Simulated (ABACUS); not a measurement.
Input of an ABACUS 3.10.1 run:

run_abacus.py

```python
"""Relaxation by an ASE optimiser with ABACUS as a small file-based calculator."""
import re
import subprocess
import numpy as np
from ase.calculators.calculator import Calculator, all_changes
from ase.filters import FrechetCellFilter
from ase.io import read
from ase.optimize import LBFGS
from ase.stress import full_3x3_to_voigt_6_stress
from ase.units import Bohr, GPa

atoms = read("GaP.xyz")
atoms = atoms[(-atoms.numbers).argsort(kind="stable")]  # ABACUS lists atoms element by element
pseudo = {'Ga': 'Ga.upf', 'P': 'P.upf'}
orbital = {}
magmoms = None
kmesh = [6, 6, 6]
params = {
    'suffix': 'GaP',
    'calculation': 'scf',
    'basis_type': 'pw',
    'pseudo_dir': './',
    'symmetry': 1,
    'dft_functional': 'GGA_X_PW91+GGA_C_PW91',
    'ecutwfc': 114,
    'pseudo_rcut': 10,
    'nspin': 1,
    'nbands': 17,
    'ks_solver': 'dav',
    'smearing_method': 'fd',
    'smearing_sigma': 0.00367493,
    'scf_thr': 1e-08,
    'scf_nmax': 100,
    'mixing_type': 'broyden',
    'mixing_beta': 0.7,
    'cal_force': 1,
    'cal_stress': 1,
    'kpar': 4,
}

def write_input(atoms):
    symbols = atoms.get_chemical_symbols()
    elements = list(dict.fromkeys(symbols))
    lines = ["ATOMIC_SPECIES"] + [f"{e} {atoms.get_masses()[symbols.index(e)]:.4f} {pseudo[e]}" for e in elements]
    if orbital:
        lines += ["", "NUMERICAL_ORBITAL"] + [orbital[e] for e in elements]
    lines += ["", "LATTICE_CONSTANT", f"{1 / Bohr:.10f}", "", "LATTICE_VECTORS"]
    lines += [" ".join(f"{x:.10f}" for x in v) for v in atoms.cell]
    lines += ["", "ATOMIC_POSITIONS", "Direct"]
    for e in elements:
        lines += ["", e, "0.0", str(symbols.count(e))]
        for i, p in enumerate(atoms.get_scaled_positions(wrap=False)):
            if symbols[i] == e:
                mag = "" if magmoms is None else " mag " + " ".join(str(x) for x in (magmoms[i] if isinstance(magmoms[i], list) else [magmoms[i]]))
                lines.append(" ".join(f"{x:.10f}" for x in p) + " 1 1 1" + mag)
    open("STRU", "w").write("\n".join(lines) + "\n")
    open("KPT", "w").write("K_POINTS\n0\nGamma\n%d %d %d 0 0 0\n" % tuple(kmesh))
    open("INPUT", "w").write("INPUT_PARAMETERS\n" + "".join(f"{k:<20s}{v}\n" for k, v in params.items()))

class Abacus(Calculator):
    implemented_properties = ["energy", "free_energy", "forces", "stress"]

    def calculate(self, atoms=None, properties=("energy",), system_changes=all_changes):
        super().calculate(atoms, properties, system_changes)
        write_input(self.atoms)
        subprocess.run(['mpirun', '-np', '4', 'abacus'], check=True)
        log = open("OUT.GaP/running_scf.log").read()
        if "charge density convergence is achieved" not in log:
            raise RuntimeError("SCF not converged")
        rows = lambda title, n: np.array([l.split()[-3:] for l in log.split(title)[-1].split("\n")[2:2 + n]], float)
        energy = float(re.findall(r"FINAL_ETOT_IS (\S+)", log)[-1])
        stress = -rows("TOTAL-STRESS", 3) / 10 * GPa  # ABACUS prints kbar, compression positive
        self.results = dict(energy=energy, free_energy=energy, forces=rows("TOTAL-FORCE", len(self.atoms)), stress=full_3x3_to_voigt_6_stress(stress))

atoms.calc = Abacus()
opt = LBFGS(FrechetCellFilter(atoms), logfile="opt.log", trajectory="relax.traj")
print("optimiser converged:", opt.run(fmax=0.03, steps=60))
```

Contents of GaP.xyz:

```xyz
2
Lattice="0.0000000000 2.7252500000 2.7252500000 2.7252500000 0.0000000000 2.7252500000 2.7252500000 2.7252500000 0.0000000000" Properties=species:S:1:pos:R:3 pbc="T T T"
Ga     0.0000000000      0.0000000000      0.0000000000
P      4.0878750000      4.0878750000      4.0878750000
```

Potentials or basis: PseudoDojo NC SR 0.5 PBE stringent, plane waves.

Launch:

```console
$ OMP_NUM_THREADS=1 python run_abacus.py > log
```

Task: Predict the space group after relaxing (to 0.05 Å).

Result: F-43m (No. 216).

Task: Predict the relaxed volume.

Result: 20.81 Å³/atom.

Task: Predict the band gap on the k mesh.

Result: 1.54 eV, direct.

Task: Estimate the relaxed cell.

Result: a = 3.890 Å, b = 3.890 Å, c = 3.890 Å, α = 60.00°, β = 60.00°, γ = 60.00°.

Final structure:
```
Ga P
1.0
     0.00000    2.75057    2.75057
     2.75057    0.00000    2.75057
     2.75057    2.75057    0.00000
Ga P
1 1
Direct
  0.00000 0.00000 0.00000
  0.75000 0.75000 0.75000
```

Caveat: the potentials were made for another functional, which shifts forces and pressure. A k mesh can miss the band edges.
